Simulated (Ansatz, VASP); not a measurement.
# Ca31MgO32 (Mg_Ca): VASP beside Ansatz, part 2 of 2

One calculation is typed for both programs; each brings its own data sets. How far apart do they land? The cell is taken from a series of runs on this material, whose earlier steps may have relaxed, scaled, displaced or heated it; both programs get it as it stands.

VASP 6.6.1 and Ansatz 0.2.0.

So far. Step 2 (VASP: single point, PBE): The run ends at a pressure of 0.55 GPa, with forces up to 0.032 eV/Å.

**3. Ansatz: single point, PBE**

Level of this step: Ansatz beside VASP: Kohn-Sham DFT, plane waves, PBE (Ansatz).

Ansatz runs on its PAW soft_1 files.

The same cell, functional, mesh and smearing now go to Ansatz.

Input file input.yaml:

```yaml
crystal:
  lattice:
    - [9.66042113, 0.0, 0.0]
    - [0.0, 9.66042113, 0.0]
    - [0.0, 0.0, 9.66042113]
  atoms:
    - { symbol: Ca_b, position: [0.00010751896, 2.49854e-05, -0.00030599609] }
    - { symbol: Ca, position: [0.00010760349, 0.25033599977, 0.24999272796] }
    - { symbol: Ca, position: [0.25041986062, 2.490133e-05, 0.24999441685] }
    - { symbol: Ca, position: [0.25041148873, 0.25032702198, -0.00030446727] }
    - { symbol: O_a, position: [0.00011310065, 2.562507e-05, 0.25024240644] }
    - { symbol: O, position: [0.00011416772, 0.25058758655, -0.00032253684] }
    - { symbol: O, position: [0.25067701615, 2.655543e-05, -0.00031990983] }
    - { symbol: O, position: [0.25014496162, 0.25005989456, 0.24971422346] }
    - { symbol: Ca, position: [0.00011234921, 2.558229e-05, 0.49967787193] }
    - { symbol: Ca, position: [0.00010914721, 0.25032527688, 0.74938260464] }
    - { symbol: Ca, position: [0.25041208019, 2.541192e-05, 0.74938610617] }
    - { symbol: Ca, position: [0.25251150074, 0.25242188539, 0.49969049892] }
    - { symbol: O, position: [0.00011346044, 2.771547e-05, 0.74911894431] }
    - { symbol: O, position: [0.00011637334, 0.25187685855, 0.49968032551] }
    - { symbol: O, position: [0.25196673578, 2.248571e-05, 0.49968340683] }
    - { symbol: O_f, position: [0.25014339765, 0.25005878449, 0.74964812188] }
    - { symbol: Ca, position: [0.00010940938, 0.50002692184, -0.00030815326] }
    - { symbol: Ca, position: [0.00010887621, 0.74971527211, 0.2499986014] }
    - { symbol: Ca, position: [0.25251998935, 0.50002666486, 0.25209087201] }
    - { symbol: Ca, position: [0.25041282978, 0.74972370768, -0.0002976439] }
    - { symbol: O, position: [0.00011281246, 0.50002629861, 0.2515267137] }
    - { symbol: O, position: [0.0001157262, 0.7494633967, -0.00031830515] }
    - { symbol: O, position: [0.25196432169, 0.50002535439, -0.00032967821] }
    - { symbol: O, position: [0.25014384806, 0.74999276579, 0.24971582126] }
    - { symbol: Ca, position: [0.00010700236, 0.50002129272, 0.49968510063] }
    - { symbol: Ca, position: [0.00010803171, 0.74972313079, 0.74938479707] }
    - { symbol: Ca_e, position: [0.25249615404, 0.50002464215, 0.74730005813] }
    - { symbol: Ca, position: [0.25250797096, 0.74762767201, 0.49969174736] }
    - { symbol: O, position: [0.00011296973, 0.50002644687, 0.74781862079] }
    - { symbol: O, position: [0.00011761549, 0.74817262638, 0.49968605461] }
    - { symbol: O, position: [0.26005501034, 0.50002655316, 0.4996784953] }
    - { symbol: O, position: [0.2501444121, 0.74999318115, 0.74965234637] }
    - { symbol: Ca, position: [0.50011498883, 2.417427e-05, -0.00030616446] }
    - { symbol: Ca, position: [0.50011104575, 0.25243347282, 0.25209203397] }
    - { symbol: Ca, position: [0.7498018059, 2.562623e-05, 0.24999924761] }
    - { symbol: Ca, position: [0.74980499569, 0.25032941654, -0.00030077192] }
    - { symbol: O, position: [0.50011258027, 2.453526e-05, 0.2515308281] }
    - { symbol: O, position: [0.50011332565, 0.25187450575, -0.00032647764] }
    - { symbol: O, position: [0.7495519764, 2.3574e-05, -0.00031495432] }
    - { symbol: O, position: [0.75007724023, 0.25005839593, 0.24971829452] }
    - { symbol: Ca, position: [0.50010977408, 2.566181e-05, 0.49968750733] }
    - { symbol: Ca, position: [0.5001096871, 0.25240996841, 0.74729350312] }
    - { symbol: Ca, position: [0.74981180619, 2.384802e-05, 0.74938744876] }
    - { symbol: Ca, position: [0.74770853464, 0.25242118795, 0.49969388537] }
    - { symbol: O, position: [0.50011302092, 2.176602e-05, 0.74782748515] }
    - { symbol: O, position: [0.50011591443, 0.25992118052, 0.49968685526] }
    - { symbol: O, position: [0.74826719396, 1.977582e-05, 0.49968776291] }
    - { symbol: O, position: [0.75007861469, 0.25005541473, 0.74965245925] }
    - { symbol: Ca_g, position: [0.50010621384, 0.50002023244, -0.00028829485] }
    - { symbol: Ca, position: [0.50011225858, 0.74761527315, 0.25209472396] }
    - { symbol: Ca, position: [0.74769998061, 0.50002318556, 0.25209185712] }
    - { symbol: Ca, position: [0.74980533923, 0.74971882141, -0.00029669663] }
    - { symbol: O, position: [0.50011852962, 0.50002523002, 0.25950556079] }
    - { symbol: O, position: [0.50011417661, 0.74817610014, -0.00032153084] }
    - { symbol: O, position: [0.74826719543, 0.50002343655, -0.00032849623] }
    - { symbol: O, position: [0.75008057822, 0.74999085752, 0.24971929023] }
    - { symbol: Mg_c, position: [0.5000934934, 0.50004241593, 0.49980155244] }
    - { symbol: Ca, position: [0.50011309129, 0.74763611456, 0.74730501882] }
    - { symbol: Ca, position: [0.74772062215, 0.50002417054, 0.74729659147] }
    - { symbol: Ca, position: [0.74771468678, 0.74762553999, 0.49969846225] }
    - { symbol: O_d, position: [0.5001115175, 0.50002744288, 0.7396814447] }
    - { symbol: O, position: [0.50011688388, 0.74009813859, 0.49968293018] }
    - { symbol: O, position: [0.74020894094, 0.50002449996, 0.49968395342] }
    - { symbol: O, position: [0.7500813207, 0.74999329102, 0.74965800289] }
basis:
  ecutwfc: 420
  xc_grid: 2
hamiltonian:
  xc: pbe
  pseudopotentials: { kind: paw, azcp: { folder: soft_1 } }
kpoints:
  mp_grid: { grid: [1, 1, 1] }
scf:
  occupations: { method: fermi_dirac, width: 0.01 }
  max_iter: 80
output:
  forces: true
  eigenvalues: true
  core_levels:
    shells:
      O_a: "1s"
      Ca_b: "2p"
      Mg_c: "1s"
      O_d: "1s"
      Ca_e: "2p"
      O_f: "1s"
      Ca_g: "2p"
    eps_inf: 3.79
```

Command:

```sh
> ansatz run input.yaml --threads 4 --pin off --max-ram 7536MiB --backend cpu --events-out ev --progress --plain --runs-dir out
```

Numbers of over 12 decimals in the logs are rounded to 6 here.

The program printed:

```text
Engine: ansatz 0.2.0, aarch64-unknown-linux-gnu
Pseudopotentials: kind: paw
Pseudopotential: Ca, paw, valence charge 10, recommended cutoff 420 eV (normal), soft_1/Ca.paw.azcp
Pseudopotential: O, paw, valence charge 6, recommended cutoff 420 eV (normal), soft_1/O.paw.azcp
Pseudopotential: Mg, paw, valence charge 10, recommended cutoff 420 eV (normal), soft_1/Mg.paw.azcp
Functional definition: PBE
  parameter kappa = 0.804
  parameter beta = 0.066725
  exchange = pbe_x(kappa = kappa, mu = beta*pi^2/3)
  correlation = pbe_c(beta = beta)
Crystal: 64 atoms, lattice volume = 901.547 Å³
Basis set: ecut = 420 eV, 17557 PW (Γ), exchange–correlation on 144×144×144 points (8 copies of the dense FFT grid, shifted against one another)
Bands: 320, of which v1, the nominal top of the filled ones, is band 256 counted from 1 (255 counted from 0)
Symmetry: 1 space group operations
Space group: P1 (ITA 1), of the structure as read, at distance tolerance 9.7e-5 Å
k-points: 1
Non-local potential: Ca, projectors of the file, l = 0: 3, l = 1: 2, l = 2: 2
Non-local potential: O, projectors of the file, l = 0: 2, l = 1: 2, l = 2: 1
Non-local potential: Mg, projectors of the file, l = 0: 3, l = 1: 2, l = 2: 1
PAW form: soft (Blöchl's): semilocal exchange-correlation on the pseudo side does not see the compensation charge
PAW one-centre angular grid: Ca, 110 points (default); XC on 64 Gauss nodes
PAW one-centre angular grid: O, 110 points (default); XC on 64 Gauss nodes
PAW one-centre angular grid: Mg, 110 points (default); XC on 64 Gauss nodes
Initial density: superposition of atomic densities (chi_scale 0.1, normalization cell, long waves kept (reshape's long-wave potential 0.14 eV rms))
Initial wavefunctions: pseudopotential atomic-orbital guess
Functional: x = pbe(κ = 0.804, μ = 0.219515), c = pbe(β = 0.066725)
SCF iter   1: F=—  HF=-76529.523696 eV  |F-HF|=—  |Δ(HF+E_count)|=         —  Δρ=9.85e-2  dr2=8.39e1  ethr=3.10e-3  ⟨swp⟩=10.0  Hψ=1795  notcnv=0  defer=12
preconditioner: auto → Resta (q_TF=auto, 2.483 Å⁻¹)  ε∞=3.5  [insulator: Δε(μ)=1.733 eV  Ē_g=16.549 eV  σ=0.010 eV  W_gap=1.00  n_scr=250 (ndim 8)  ℏωp=26.0 eV  f_vac=0.000  D(μ)=0.00/eV (n_scr^D=0)  ε∞_Penn≈3.5]
SCF iter   2: F=—  HF=-76512.526610 eV  |F-HF|=—  |Δ(HF+E_count)|=    1.70e1  Δρ=4.48e-2  dr2=1.82e1  ethr=3.10e-3  ⟨swp⟩=3.0  Hψ=706  notcnv=0  defer=60
SCF iter   3: F=—  HF=-76510.065661 eV  |F-HF|=—  |Δ(HF+E_count)|=    2.46e0  Δρ=1.81e-2  dr2=3.43e0  ethr=3.10e-3  ⟨swp⟩=2.0  Hψ=473  notcnv=0  defer=60
SCF iter   4: F=—  HF=-76510.381295 eV  |F-HF|=—  |Δ(HF+E_count)|=   3.16e-1  Δρ=4.86e-3  dr2=2.10e-1  ethr=6.69e-4  ⟨swp⟩=4.0  Hψ=517  notcnv=0  defer=60
SCF iter   5: F=—  HF=-76510.518411 eV  |F-HF|=—  |Δ(HF+E_count)|=   1.37e-1  Δρ=9.68e-4  dr2=7.99e-3  ethr=4.11e-5  ⟨swp⟩=5.0  Hψ=625  notcnv=0  defer=60
SCF iter   6: F=—  HF=-76510.525405 eV  |F-HF|=—  |Δ(HF+E_count)|=   6.99e-3  Δρ=7.84e-4  dr2=4.39e-3  ethr=1.56e-6  ⟨swp⟩=3.0  Hψ=393  notcnv=0  defer=60
SCF iter   7: F=—  HF=-76510.525198 eV  |F-HF|=—  |Δ(HF+E_count)|=   2.07e-4  Δρ=1.84e-4  dr2=2.02e-4  ethr=8.57e-7  ⟨swp⟩=2.0  Hψ=392  notcnv=0  defer=60
SCF iter   8: F=—  HF=-76510.525295 eV  |F-HF|=—  |Δ(HF+E_count)|=   9.70e-5  Δρ=3.25e-5  dr2=6.89e-6  ethr=3.94e-8  ⟨swp⟩=2.0  Hψ=388  notcnv=0  defer=60
SCF iter   9: F=—  HF=-76510.526691 eV  |F-HF|=—  |Δ(HF+E_count)|=   1.40e-3  Δρ=2.56e-5  dr2=3.11e-6  ethr=1.35e-9  ⟨swp⟩=2.0  Hψ=516  notcnv=0  defer=60
SCF iter  10: F=—  HF=-76510.526692 eV  |F-HF|=—  |Δ(HF+E_count)|=   1.65e-6  Δρ=1.14e-5  dr2=5.18e-7  ethr=6.08e-10  ⟨swp⟩=2.0  Hψ=388  notcnv=0  defer=60
SCF iter  11: F=—  HF=-76510.526693 eV  |F-HF|=—  |Δ(HF+E_count)|=   6.27e-7  Δρ=4.92e-6  dr2=1.54e-7  ethr=1.95e-11  ⟨swp⟩=24.0  Hψ=2031  notcnv=0
SCF iter  12: F=-76510.526693 eV  HF=-76510.526693 eV  |F-HF|=2.72e-9  |Δ(HF+E_count)|=   2.29e-8  Δρ=9.66e-7  dr2=6.50e-9  ethr=1.95e-11  ⟨swp⟩=3.0  Hψ=836  notcnv=0
SCF 1 converged in 12 iterations: F = -76510.526693 eV  dr2 = 6.50e-9
  greatest PAW one-centre occupation: 1.000 electrons in one spin orbital (limit 2), on the Mg atom at site 56 (counted from 0), in its partial waves of l = 0
── core hole 1/7: 2p of Ca_b 0 ──
── 2p of Ca_b 0: 335.384 eV over the cell without the hole, in 12 iterations ──
── core hole 2/7: 1s of O_a 4 ──
── 1s of O_a 4: 518.796 eV over the cell without the hole, in 12 iterations ──
── core hole 3/7: 1s of O_f 15 ──
── 1s of O_f 15: 518.785 eV over the cell without the hole, in 12 iterations ──
── core hole 4/7: 2p of Ca_e 26 ──
── 2p of Ca_e 26: 335.342 eV over the cell without the hole, in 13 iterations ──
── core hole 5/7: 2p of Ca_g 48 ──
── 2p of Ca_g 48: 335.472 eV over the cell without the hole, in 13 iterations ──
── core hole 6/7: 1s of Mg_c 56 ──
── 1s of Mg_c 56: 1292.630 eV over the cell without the hole, in 13 iterations ──
── core hole 7/7: 1s of O_d 60 ──
[...]
atom  13  O       -0.00008149    -0.00009199     0.00036635
  atom  14  O       -0.00004254     0.00005312    -0.00003800
  atom  15  O        0.00003861     0.00004386    -0.00014031
  atom  16  O_f     -0.00078126    -0.00082824     0.00100309
  atom  17  Ca       0.00003778    -0.00006756    -0.00011902
  atom  18  Ca       0.00003951    -0.00036276     0.00027908
  atom  19  Ca       0.00047050    -0.00014596     0.00057270
  atom  20  Ca       0.00064107    -0.00056634    -0.00092083
  atom  21  O        0.00013440    -0.00007411     0.00022705
  atom  22  O       -0.00017834     0.00027782     0.00035576
  atom  23  O        0.00012947    -0.00002532     0.00016209
  atom  24  O       -0.00075348     0.00076844    -0.00058004
  atom  25  Ca      -0.00007872     0.00016292     0.00006751
  atom  26  Ca       0.00033242    -0.00050387    -0.00046223
  atom  27  Ca_e     0.00092259     0.00016149    -0.00085297
  atom  28  Ca       0.00074397    -0.00059142     0.00025628
  atom  29  O        0.00005390    -0.00009029     0.00020522
  atom  30  O       -0.00007371    -0.00014848    -0.00022392
  atom  31  O       -0.00165863    -0.00015238     0.00017818
  atom  32  O       -0.00079031     0.00078128     0.00092896
  atom  33  Ca      -0.00024364     0.00004983    -0.00006210
  atom  34  Ca      -0.00009223     0.00044107     0.00076560
  atom  35  Ca      -0.00038315    -0.00015179     0.00036278
  atom  36  Ca      -0.00044993     0.00052955    -0.00080009
  atom  37  O        0.00004679    -0.00004037     0.00013922
  atom  38  O       -0.00002317     0.00014578     0.00006162
[...]
atom  49  Ca_g     0.00030122     0.00025315    -0.00032550
[...]
atom  55  O       -0.00036294     0.00000843     0.00013349
  atom  56  O        0.00080609     0.00090042    -0.00067177
  atom  57  Mg_c     0.00016002    -0.00009260    -0.00081490
  atom  58  Ca      -0.00027069    -0.00067825    -0.00094202
  atom  59  Ca      -0.00072840    -0.00007628    -0.00066865
  atom  60  Ca      -0.00072101    -0.00068904    -0.00029191
  atom  61  O_d      0.00003272    -0.00020493     0.00207798
  atom  62  O       -0.00016677     0.00142810     0.00019217
  atom  63  O        0.00132669    -0.00008327     0.00006350
  atom  64  O        0.00073100     0.00073923     0.00077092
  max |Σ_I F_I| component: 1.03e-4 eV/Å
--- Band table (eV) ---
  k-point 0: bands = [... 252 lower, 7.2038, 7.4875, 7.4875, 7.4875, 11.1291, 11.1291, 11.1291, 11.8702, ... 60 higher]
--- Core levels from the valence top (the input states a gap; a hole's nearest image at 9.7 Å) ---
  the holes have spin, beside a run without
  atom         alike  shell      binding/eV   shift/eV difference/eV images/eV   SCF
  Ca_b 0           1     2p         343.405     +0.031       335.384    +0.558    12
  O_a 4            1     1s         526.841     +0.000       518.796    +0.558    12
  O_f 15           1     1s         526.830     -0.011       518.785    +0.558    12
  Ca_e 26          1     2p         343.374     +0.000       335.342    +0.558    13
  Ca_g 48          1     2p         343.488     +0.114       335.472    +0.558    13
  Mg_c 56          1     1s        1300.677     +0.000      1292.630    +0.558    13
  O_d 60           1     1s         526.923     +0.081       518.876    +0.558    12
  the dataset of Ca_b with a 2p hole: scattering error 0.002 eV (0.002 eV in the local channel); free atom: scalar-relativistic, large and small components
  the two lines of Ca_b's 2p: 2p1/2 +2.382 eV and 2p3/2 -1.191 eV off its levels, 1 : 2 in strength
  the dataset of O_a with a 1s hole: scattering error 0.007 eV (0.003 eV in the local channel); free atom: scalar-relativistic, large and small components
  the dataset of O_f with a 1s hole: scattering error 0.007 eV (0.003 eV in the local channel); free atom: scalar-relativistic, large and small components
  the dataset of Ca_e with a 2p hole: scattering error 0.002 eV (0.002 eV in the local channel); free atom: scalar-relativistic, large and small components
  the two lines of Ca_e's 2p: 2p1/2 +2.382 eV and 2p3/2 -1.191 eV off its levels, 1 : 2 in strength
  the dataset of Ca_g with a 2p hole: scattering error 0.002 eV (0.002 eV in the local channel); free atom: scalar-relativistic, large and small components
  the two lines of Ca_g's 2p: 2p1/2 +2.382 eV and 2p3/2 -1.191 eV off its levels, 1 : 2 in strength
  the dataset of Mg_c with a 1s hole: scattering error 0.009 eV (0.002 eV in the local channel); free atom: scalar-relativistic, large and small components
  the dataset of O_d with a 1s hole: scattering error 0.007 eV (0.003 eV in the local channel); free atom: scalar-relativistic, large and small components
  Ca_b 0 2p: no_plateau
  O_f 15 1s: no_plateau
  the highest filled level without a hole stands at 7.4875 eV, at the point (0.0000, 0.0000, 0.0000)
  Ca_b 0 2p: the alignment adds -0.0245 eV (standard deviation 0.0661 over 37 far atoms)
  O_a 4 1s: the alignment adds -0.0004 eV (standard deviation 0.0367 over 37 far atoms)
  O_f 15 1s: the alignment adds +0.0002 eV (standard deviation 0.0360 over 37 far atoms)
  Ca_e 26 2p: the alignment adds -0.0128 eV (standard deviation 0.0462 over 35 far atoms)
  Ca_g 48 2p: the alignment adds -0.0291 eV (standard deviation 0.0609 over 37 far atoms)
  Mg_c 56 1s: the alignment adds +0.0022 eV (standard deviation 0.0604 over 37 far atoms)
  O_d 60 1s: the alignment adds +0.0009 eV (standard deviation 0.0314 over 36 far atoms)
  a level is its difference with the images' term at an eps_inf of 3.79, the alignment and the highest filled level
```

**4. Side by side**

Known differences besides the potentials themselves: the data sets hold 512 valence electrons in Ansatz (on its PAW soft_1 files) and 504 in VASP; the cutoff is 420 eV in Ansatz and 520 eV in VASP (PREC = Accurate, projectors in real space). Total energies have different zeros and are not compared.

Compared:

```csv
quantity,Ansatz,VASP,difference
gap on the k mesh (eV),3.642,3.623,+0.018
```

At this near-relaxed geometry the largest component of a force difference is 34 meV/Å. A gap on the mesh is an upper bound, since the band edges may lie between its points.

**5. Results**

| Quantity | Value |
| --- | --- |
| difference in gap on the k mesh (single point, PBE) | 0.018 eV |
| r.m.s. force difference (single point, PBE) | 6.5 meV/Å |

**Reading.** The r.m.s. force difference is 6.5 meV/Å (single point, PBE), within the 12 meV/Å picked in this series as the mark of a large difference. The data sets hold unlike numbers of valence electrons (512 in Ansatz and 504 in VASP), so part of the differences comes from the potentials. How closely two codes agree says nothing of how well the functional describes the real material.

[Lines on the potential files, build, host, timing and source positions are cut from VASP's logs without a mark.]

[Logs are printed without paths, hosts, clocks, repeated set-up lines and the standing remarks that a program may print on its own settings, such as how far it seeks lower states.]

[Hosts, paths, dates, database ids (printed as entryN), source tags and the programs' standing remarks are cut or masked in the printed files.]
